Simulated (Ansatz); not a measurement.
# SnSe (Pnma) in Ansatz: relaxation of cell and atoms with r2SCAN+D4

Aim: the relaxation of cell and atoms of SnSe with r2SCAN+D4.

Program: Ansatz 0.2.0. These are calculated values, not measurements. Logs are shortened: lines on timing, memory, paths and dates and some standing lists are left out, and cuts for length are marked.

### 1 The structure

Symmetry: Pnma, No. 62, orthorhombic system. Conventional cell: a = 11.420 Å, b = 4.190 Å, c = 4.460 Å, α = 90.00°, β = 90.00°, γ = 90.00°. Around Sn (site symmetry m) lie 3 Se at 2.69 to 2.83 Å. Se (site symmetry m) has 3 Sn at 2.69 to 2.83 Å as nearest neighbours.

### 2 Relaxation of cell and atoms, r2SCAN+D4

input.yaml

```yaml
crystal:
  lattice:
    - [11.42, 0.0, 0.0]
    - [0.0, 4.19, 0.0]
    - [0.0, 0.0, 4.46]
  atoms:
    - { symbol: Sn, position: [0.877, 0.75, 0.909] }
    - { symbol: Sn, position: [0.623, 0.25, 0.409] }
    - { symbol: Sn, position: [0.377, 0.75, 0.591] }
    - { symbol: Sn, position: [0.123, 0.25, 0.091] }
    - { symbol: Se, position: [0.643, 0.75, 0.984] }
    - { symbol: Se, position: [0.857, 0.25, 0.484] }
    - { symbol: Se, position: [0.143, 0.75, 0.516] }
    - { symbol: Se, position: [0.357, 0.25, 0.016] }
hamiltonian:
  xc: r2scan
  pseudopotentials: { kind: paw }
  dispersion: d4
kpoints:
  mp_grid: { grid: [3, 6, 6] }
scf:
  occupations: { method: fermi_dirac, width: 0.05 }
output:
  forces: true
  stress: true
relax:
  f_tol: 0.01
  max_steps: 40
  cell: { stress_tol: 0.05 }
```

Potentials or basis: Ansatz PAW.

Command:

```bash
$ ansatz run input.yaml --threads 2 --pin off --max-ram 5120MiB --backend cpu --events-out ev --progress --plain --runs-dir out
```

Standard output:

```text
Warning: RAYON_NUM_THREADS=2 ignored (pool sized by the plan → 2); use --threads N
Engine: ansatz 0.2.0, x86_64-unknown-linux-gnu
Pseudopotentials: kind: paw
Pseudopotential: Sn, paw, valence charge 14, recommended cutoff 500 eV (meta_gga), Sn.paw.azcp
Pseudopotential: Se, paw, valence charge 16, recommended cutoff 500 eV (meta_gga), Se.paw.azcp
Functional definition: r2SCAN
  parameter k0 = 0.174
  parameter k1 = 0.065
  parameter a1 = 4.9479
  exchange = r2scan_x(k0 = k0, k1 = k1, a1 = a1)
  correlation = r2scan_c
Crystal: 8 atoms, lattice volume = 213.410 Å³
Basis set: ecut = 500 eV, 5395 PW (Γ), exchange–correlation on 360×128×144 points (64 copies of the dense FFT grid, shifted against one another)
Bands: 72, of which v1, the nominal top of the filled ones, is band 60 counted from 1 (59 counted from 0)
Symmetry: 8 space group operations
Space group: Pnma (ITA 62), of the structure as read, at distance tolerance 6.0e-5 Å
k-points: 32 of 108
Non-local potential: Sn, projectors of the file, l = 0: 2, l = 1: 2, l = 2: 2, l = 3: 2
Non-local potential: Se, projectors of the file, l = 0: 2, l = 1: 2, l = 2: 3, l = 3: 1
PAW form: soft (Blöchl's): semilocal exchange-correlation on the pseudo side does not see the compensation charge
PAW frozen core: Sn, regenerated for the run's functional (the file was generated under x = pbe(κ = 0.804, μ = 0.2195149727645171), c = pbe(β = 0.06672455060314922))
PAW frozen core: Se, regenerated for the run's functional (the file was generated under x = pbe(κ = 0.804, μ = 0.2195149727645171), c = pbe(β = 0.06672455060314922))
PAW one-centre angular grid: Sn, 590 points (default); XC on 249 of its mesh's 2787 points in the sphere
PAW one-centre angular grid: Se, 590 points (default); XC on 160 Gauss nodes
Initial density: superposition of atomic densities (neutral atoms: chi_scale 0, normalization atom), corrected by the library's trained network
Initial wavefunctions: pseudopotential atomic-orbital guess
Functional: x = r2scan, c = r2scan; τ floored in thin density (d = 2e-4 eV/Å³)
SCF iter   1: F=—  HF=-46071.645838 eV  |F-HF|=—  |Δ(HF+E_count)|=         —  Δρ=5.21e-3  dr2=6.55e-2  dr2_τ=1.51e-2  ethr=1.77e-3  ⟨swp⟩=6.7  Hψ=8732  notcnv=0  defer=7
preconditioner: auto → Resta (q_TF=auto, 2.479 Å⁻¹)  ε∞=2.7  [insulator: Δε(μ)=0.810 eV  Ē_g=17.532 eV  σ=0.050 eV  W_gap=1.00  n_scr=56 (ndim 8)  ℏωp=22.7 eV  f_vac=0.001  D(μ)=0.00/eV (n_scr^D=0)  ε∞_Penn≈2.7]
SCF iter   2: F=—  HF=-46071.686044 eV  |F-HF|=—  |Δ(HF+E_count)|=   4.02e-2  Δρ=2.47e-3  dr2=1.31e-2  dr2_τ=3.75e-4  ethr=5.46e-5  ⟨swp⟩=3.0  Hψ=4836  notcnv=0  defer=138
SCF iter   3: F=—  HF=-46071.687554 eV  |F-HF|=—  |Δ(HF+E_count)|=   1.51e-3  Δρ=8.42e-4  dr2=1.14e-3  dr2_τ=2.71e-5  ethr=1.09e-5  ⟨swp⟩=2.1  Hψ=2712  notcnv=0  defer=106
automatic band count: iteration 3 solves 71 bands in place of 72: the levels show a gap, and the empty bands left out lie too high to hold charge; the band table lists the bands solved (type scf.n_extra_bands for more)
SCF iter   4: F=—  HF=-46071.688013 eV  |F-HF|=—  |Δ(HF+E_count)|=   4.59e-4  Δρ=2.08e-4  dr2=7.26e-5  dr2_τ=1.89e-6  ethr=9.50e-7  ⟨swp⟩=2.1  Hψ=3073  notcnv=0  defer=106
SCF iter   5: F=—  HF=-46071.688093 eV  |F-HF|=—  |Δ(HF+E_count)|=   8.02e-5  Δρ=5.21e-5  dr2=7.53e-6  dr2_τ=2.78e-7  ethr=6.05e-8  ⟨swp⟩=2.6  Hψ=3317  notcnv=0  defer=106
SCF iter   6: F=—  HF=-46071.688094 eV  |F-HF|=—  |Δ(HF+E_count)|=   5.70e-7  Δρ=1.57e-5  dr2=4.56e-7  dr2_τ=2.15e-8  ethr=6.28e-9  ⟨swp⟩=2.0  Hψ=3438  notcnv=0  defer=106
SCF iter   7: F=-46071.688094 eV  HF=-46071.688094 eV  |F-HF|=2.04e-8  |Δ(HF+E_count)|=   5.21e-7  Δρ=3.56e-6  dr2=2.30e-8  dr2_τ=8.54e-10  ethr=8.33e-11  ⟨swp⟩=5.0  Hψ=8577  notcnv=0
SCF 1 converged in 7 iterations: F = -46071.688094 eV  dr2 = 2.30e-8
relax step   1: F+E_penalty+E_count = -46071.68809413 eV  Δ(F+E_penalty+E_count) = +0.000e0 eV  max|allowed force component| = 1.961e-1 eV/Å  Δτ_max = 0.0000 Å  P = +1.054 GPa  Ω = 213.410 Å³  (7 SCF iters, dr2 threshold 1.00e-7 eV, accepted)
Crystal: 8 atoms, lattice volume = 228.002 Å³
Basis set: ecut = 500 eV, 5801 PW (Γ), exchange–correlation on 360×128×144 points (64 copies of the dense FFT grid, shifted against one another)
Initial density: handed on by an earlier stage of this run
Initial wavefunctions: those handed on with the density
iter 1 solved again at ethr=8.67e-5 eV; its pass at ethr=3.10e-3 eV (dr2=1.04e-1 eV) is discarded
SCF iter   1: F=—  HF=-46071.149315 eV  |F-HF|=—  |Δ(HF+E_count)|=         —  Δρ=5.99e-3  dr2=1.06e-1  dr2_τ=2.67e-1  ethr=8.67e-5  ⟨swp⟩=2.0  Hψ=11238  notcnv=0
automatic band count: iteration 1 solves 69 bands in place of 72: the levels show a gap, and the empty bands left out lie too high to hold charge; the band table lists the bands solved (type scf.n_extra_bands for more)
preconditioner: auto → Resta (q_TF=auto, 2.451 Å⁻¹)  ε∞=2.7  [insulator: Δε(μ)=1.108 eV  Ē_g=16.887 eV  σ=0.050 eV  W_gap=1.00  n_scr=56 (ndim 8)  ℏωp=22.0 eV  f_vac=0.011  D(μ)=0.00/eV (n_scr^D=0)  ε∞_Penn≈2.7]
SCF iter   2: F=—  HF=-46071.790333 eV  |F-HF|=—  |Δ(HF+E_count)|=   6.41e-1  Δρ=2.85e-3  dr2=1.89e-2  dr2_τ=7.32e-4  ethr=8.67e-5  ⟨swp⟩=3.4  Hψ=4098  notcnv=0
SCF iter   3: F=—  HF=-46071.788870 eV  |F-HF|=—  |Δ(HF+E_count)|=   1.46e-3  Δρ=1.55e-3  dr2=3.76e-3  dr2_τ=7.39e-5  ethr=1.57e-5  ⟨swp⟩=3.0  Hψ=4420  notcnv=0  defer=2
SCF iter   4: F=—  HF=-46071.790020 eV  |F-HF|=—  |Δ(HF+E_count)|=   1.15e-3  Δρ=2.93e-4  dr2=3.15e-4  dr2_τ=6.82e-6  ethr=3.13e-6  ⟨swp⟩=2.0  Hψ=4145  notcnv=0  defer=2
SCF iter   5: F=—  HF=-46071.790119 eV  |F-HF|=—  |Δ(HF+E_count)|=   9.89e-5  Δρ=1.35e-4  dr2=7.26e-5  dr2_τ=1.61e-6  ethr=2.63e-7  ⟨swp⟩=2.0  Hψ=4126  notcnv=0  defer=2
SCF iter   6: F=—  HF=-46071.790122 eV  |F-HF|=—  |Δ(HF+E_count)|=   2.88e-6  Δρ=3.77e-5  dr2=4.40e-6  dr2_τ=1.47e-7  ethr=6.05e-8  ⟨swp⟩=2.2  Hψ=3880  notcnv=0  defer=2
SCF iter   7: F=-46071.790124 eV  HF=-46071.790124 eV  |F-HF|=9.77e-8  |Δ(HF+E_count)|=   2.46e-6  Δρ=1.00e-5  dr2=3.08e-7  dr2_τ=1.07e-8  ethr=6.67e-10  ⟨swp⟩=5.5  Hψ=8520  notcnv=0
SCF 2 converged in 7 iterations: F = -46071.790124 eV  dr2 = 3.08e-7
[... 82 lines left out ...]
SCF iter   7: F=-46071.837665 eV  HF=-46071.837665 eV  |F-HF|=2.30e-9  |Δ(HF+E_count)|=   2.81e-9  Δρ=2.01e-6  dr2=1.38e-8  dr2_τ=1.46e-10  ethr=1.71e-11  ⟨swp⟩=3.3  Hψ=9709  notcnv=0
SCF 8 converged in 7 iterations: F = -46071.837665 eV  dr2 = 1.38e-8
relax step   8: F+E_penalty+E_count = -46071.83766495 eV  Δ(F+E_penalty+E_count) = -6.063e-4 eV  max|allowed force component| = 5.708e-4 eV/Å  Δτ_max = 0.0107 Å  P = +0.045 GPa  Ω = 223.636 Å³  energy of the carried Pulay correction = -4.040e-4 eV  (7 SCF iters, dr2 threshold 2.06e-8 eV, accepted)
Crystal: 8 atoms, lattice volume = 223.777 Å³
Basis set: ecut = 500 eV, 5681 PW (Γ), exchange–correlation on 360×128×144 points (64 copies of the dense FFT grid, shifted against one another)
iter 1 solved again at ethr=1.04e-8 eV; its pass at ethr=3.10e-3 eV (dr2=1.25e-5 eV) is discarded
SCF iter   1: F=—  HF=-46071.837611 eV  |F-HF|=—  |Δ(HF+E_count)|=         —  Δρ=6.40e-5  dr2=1.12e-5  dr2_τ=2.74e-5  ethr=1.04e-8  ⟨swp⟩=3.0  Hψ=9918  notcnv=0
automatic band count: iteration 1 solves 71 bands in place of 72: the levels show a gap, and the empty bands left out lie too high to hold charge; the band table lists the bands solved (type scf.n_extra_bands for more)
preconditioner: auto → Resta (q_TF=auto, 2.459 Å⁻¹)  ε∞=2.7  [insulator: Δε(μ)=0.993 eV  Ē_g=17.258 eV  σ=0.050 eV  W_gap=1.00  n_scr=56 (ndim 8)  ℏωp=22.2 eV  f_vac=0.006  D(μ)=0.00/eV (n_scr^D=0)  ε∞_Penn≈2.7]
SCF iter   2: F=—  HF=-46071.837653 eV  |F-HF|=—  |Δ(HF+E_count)|=   4.17e-5  Δρ=3.25e-5  dr2=1.80e-6  dr2_τ=6.98e-8  ethr=9.32e-9  ⟨swp⟩=2.2  Hψ=3560  notcnv=0
SCF iter   3: F=—  HF=-46071.837685 eV  |F-HF|=—  |Δ(HF+E_count)|=   3.21e-5  Δρ=1.67e-5  dr2=4.77e-7  dr2_τ=1.03e-8  ethr=1.50e-9  ⟨swp⟩=3.0  Hψ=4194  notcnv=0
SCF iter   4: F=—  HF=-46071.837685 eV  |F-HF|=—  |Δ(HF+E_count)|=   1.91e-7  Δρ=3.03e-6  dr2=2.26e-8  dr2_τ=1.08e-9  ethr=3.98e-10  ⟨swp⟩=2.0  Hψ=3936  notcnv=0
SCF iter   5: F=-46071.837685 eV  HF=-46071.837685 eV  |F-HF|=1.47e-9  |Δ(HF+E_count)|=   5.09e-9  Δρ=1.20e-6  dr2=2.60e-9  dr2_τ=1.04e-10  ethr=5.57e-12  ⟨swp⟩=5.0  Hψ=8602  notcnv=0
SCF 9 converged in 5 iterations: F = -46071.837685 eV  dr2 = 2.60e-9
relax step   9: F+E_penalty+E_count = -46071.83768527 eV  Δ(F+E_penalty+E_count) = -2.032e-5 eV  max|allowed force component| = 4.485e-4 eV/Å  Δτ_max = 0.0009 Å  P = +0.006 GPa  Ω = 223.777 Å³  energy of the carried Pulay correction = -4.094e-4 eV  (5 SCF iters, dr2 threshold 6.68e-9 eV, accepted)
Initial wavefunctions: pseudopotential atomic-orbital guess (no wavefunctions were taken with the density)
iter 1 solved again at ethr=3.85e-7 eV; its pass at ethr=3.10e-3 eV (dr2=4.62e-4 eV) is discarded
SCF iter   1: F=—  HF=-46071.837134 eV  |F-HF|=—  |Δ(HF+E_count)|=         —  Δρ=2.12e-4  dr2=2.05e-6  dr2_τ=1.01e-6  ethr=3.85e-7  ⟨swp⟩=3.0  Hψ=13617  notcnv=0
preconditioner: auto → Resta (q_TF=auto, 2.459 Å⁻¹)  ε∞=2.6  [insulator: Δε(μ)=0.992 eV  Ē_g=17.430 eV  σ=0.050 eV  W_gap=1.00  n_scr=56 (ndim 8)  ℏωp=22.2 eV  f_vac=0.006  D(μ)=0.00/eV (n_scr^D=0)  ε∞_Penn≈2.6]
SCF iter   2: F=—  HF=-46071.838057 eV  |F-HF|=—  |Δ(HF+E_count)|=   9.22e-4  Δρ=1.07e-4  dr2=5.07e-7  dr2_τ=7.87e-6  ethr=1.71e-9  ⟨swp⟩=2.2  Hψ=4090  notcnv=0
SCF iter   3: F=—  HF=-46071.838319 eV  |F-HF|=—  |Δ(HF+E_count)|=   2.62e-4  Δρ=5.18e-6  dr2=1.20e-8  dr2_τ=1.63e-8  ethr=4.22e-10  ⟨swp⟩=2.0  Hψ=3121  notcnv=0
SCF iter   4: F=—  HF=-46071.838319 eV  |F-HF|=—  |Δ(HF+E_count)|=   5.85e-7  Δρ=8.57e-7  dr2=1.13e-9  dr2_τ=1.58e-10  ethr=9.96e-12  ⟨swp⟩=2.0  Hψ=4225  notcnv=0
SCF iter   5: F=—  HF=-46071.838319 eV  |F-HF|=—  |Δ(HF+E_count)|=   2.66e-9  Δρ=3.37e-7  dr2=2.21e-10  dr2_τ=7.32e-12  ethr=1.00e-12  ⟨swp⟩=2.0  Hψ=4225  notcnv=0
SCF iter   6: F=-46071.838319 eV  HF=-46071.838319 eV  |F-HF|=3.64e-11  |Δ(HF+E_count)|=  2.55e-10  Δρ=9.97e-8  dr2=2.35e-11  dr2_τ=5.38e-13  ethr=1.00e-12  ⟨swp⟩=5.0  Hψ=7270  notcnv=0
SCF 10 converged in 6 iterations: F = -46071.838319 eV  dr2 = 2.35e-11
relax step  10: F+E_penalty+E_count = -46071.83831943 eV  Δ(F+E_penalty+E_count) = -6.342e-4 eV  max|allowed force component| = 3.919e-4 eV/Å  Δτ_max = 0.0000 Å  P = +0.009 GPa  Ω = 223.777 Å³  stress off target by 1.30e-2 GPa  SCF on the basis re-selected at this cell (its energy is not comparable with the rows above)  (6 SCF iters)
basis re-selected at this cell: Δ(F+E_penalty+E_count) = -6.342e-4 eV, ΔP = +0.004 GPa vs the last step (what re-selecting the basis moved, of the pressure what is left beyond the Pulay correction that the steps carried, after the strain that the cell walked since its last selection, with what the two solves' SCF thresholds leave and, on support functions, any second-order correction that the steps lacked; it is no measure of the basis error at this ecutwfc). This SCF's stress stands 1.30e-2 GPa from its target on what of the cell is left free (relax.cell.stress_tol is 5.00e-2 GPa) and its largest allowed force component is 3.92e-4 eV/Å (relax.f_tol is 1.00e-2 eV/Å): within both
SCF converged after 6 iterations
Free energy (F): -46071.838319 eV
Harris-Foulkes:  -46071.838319 eV  (|F-HF|=3.64e-11)
Internal energy: -46071.838317 eV  (E = F + TS)
E sigma→0 (E₀):  -46071.838318 eV
Entropy (-TS):   -0.000003 eV (-0.000 meV/atom)
Fermi energy:    8.648464 eV
--- Per-component energies (eV) ---
  E_band       = -2041.970121
  E_kinetic    = 1215.615546
  E_local      = -13761.681712  (includes V_loc(G=0)·N_el)
  E_nonlocal   = -2514.413933
  E_hartree    = 7211.785142
  E_xc         = -1895.065005
  E_vxc        = -842.826645  (∫ρ·V_xc dr)
  E_paw        = -24325.380253  (= ΣΔE_a)
  E_vpaw       = -609.040022  (= ΣTr[D̂ρ^β])
  E_aug_tail   = -0.000835  (compensation charges beyond the density's cutoff)
  E_vtau       = 46.807162  (kinetic-family band-sum trace: ∫τ·v_τ [+ j·A + Jᵃ·Aᵃ] dr)
  E_ewald      = -11997.449467
  E_disp       = -1.129999  (pairwise vdW)
  E_core_change = -4.117802  (= ΣΔE_core)
  E_smearing   = -0.000003  (= −TS)
  E_closure    = 0.000000  (closes the sum)
  Σ components = -46071.838319   (vs F -46071.838319, Δ=0.00e0)
--- Forces (eV/Å), atoms counted from 1 ---
  atom   1  Sn     0.00005425     0.00000000     0.00039193
  atom   2  Sn    -0.00005425     0.00000000     0.00039193
  atom   3  Sn     0.00005425     0.00000000    -0.00039193
  atom   4  Sn    -0.00005425     0.00000000    -0.00039193
  atom   5  Se     0.00003919     0.00000000    -0.00038066
  atom   6  Se    -0.00003919     0.00000000    -0.00038066
  atom   7  Se     0.00003919     0.00000000     0.00038066
  atom   8  Se    -0.00003919     0.00000000     0.00038066
  max |Σ_I F_I| component: 1.08e-19 eV/Å
--- Stress (GPa, compression-positive) ---
        0.011491       0.000000       0.000000
        0.000000       0.003963       0.000000
        0.000000       0.000000       0.013027
  P = ⅓ Tr σ = 0.0095 GPa (0.095 kbar)
--- Relaxed structure (9 steps of the walk, 8 accepted, 1 SCFs on fresh bases) ---
  F+E_penalty+E_count = -46071.83831943 eV   max|allowed force component| = 3.919e-4 eV/Å   (the final SCF, on the basis selected at the relaxed cell)
  cell:  # Å, volume = 223.7775 Å³
    - [11.671159164398173, 0.0, 0.0]
    - [0.0, 4.1246416874394525, 0.0]
    - [0.0, 0.0, 4.648535450788064]
  atoms:
    - { symbol: Sn, position: [0.8791147621186713, 0.7499999999999999, 0.8771551859198838] }
    - { symbol: Sn, position: [0.6208852378813288, 0.25, 0.3771551859198837] }
    - { symbol: Sn, position: [0.37911476211867123, 0.7499999999999999, 0.6228448140801163] }
    - { symbol: Sn, position: [0.12088523788132874, 0.25, 0.12284481408011631] }
    - { symbol: Se, position: [0.6472068692582922, 0.7499999999999999, 0.9856570547684967] }
    - { symbol: Se, position: [0.8527931307417079, 0.25, 0.48565705476849674] }
    - { symbol: Se, position: [0.14720686925829216, 0.7499999999999999, 0.5143429452315034] }
    - { symbol: Se, position: [0.35279313074170787, 0.25, 0.014342945231503283] }
```

It took 2.3 min on 2 threads of Intel Xeon 6975P-C (Granite Rapids), shared host; peak memory 1.3 GiB.

Results:

```yaml
Free_energy: -46071.8383 eV
Relaxed_volume: 27.97 Å³/atom
Relaxed_cell: a = 11.671 Å, b = 4.125 Å, c = 4.649 Å, α = 90.00°, β = 90.00°, γ = 90.00°
Space_group_after_relaxing_to_0.05_Å: Pnma (No. 62)
Energy_gained_by_relaxing: 18.8 meV/atom
Ionic_steps: 9
Pressure_after_relaxing: 0.0 GPa
Band_gap_on_the_k_mesh: 0.99 eV
```

The path:
```tsv
step	energy change (eV)	largest force (eV/Å)	volume (Å³)
1	0.0000	0.2050	213.41
2	-0.1020	0.0970	228.00
3	-0.1324	0.0405	222.16
4	-0.1386	0.0293	222.90
5	-0.1463	0.0311	223.30
6	-0.1490	0.0121	223.64
7	-0.1496	0.0007	223.64
8	-0.1496	0.0005	223.78
9	-0.1502	0.0004	223.78
```

Final structure:
```
Sn Se
1.0
    11.67116    0.00000    0.00000
     0.00000    4.12464    0.00000
     0.00000    0.00000    4.64854
Sn Se
4 4
Cartesian
  10.2603 3.0935 4.0775
  7.2465 1.0312 1.7532
  4.4247 3.0935 2.8953
  1.4109 1.0312 0.5710
  7.5537 3.0935 4.5819
  9.9531 1.0312 2.2576
  1.7181 3.0935 2.3909
  4.1175 1.0312 0.0667
```

Caveat: odd divisions of the mesh miss points on the zone boundary, where band edges often lie, so the gap on the mesh can be too wide; the plane-wave basis is chosen anew once the cell has moved, so the energies of steps on either side of that aren't comparable; spin-orbit coupling is left out, which moves the levels of the heavy elements; the PAW data sets come from PBE, with cores solved anew for the run's functional, which leaves a small shift of forces and pressure.
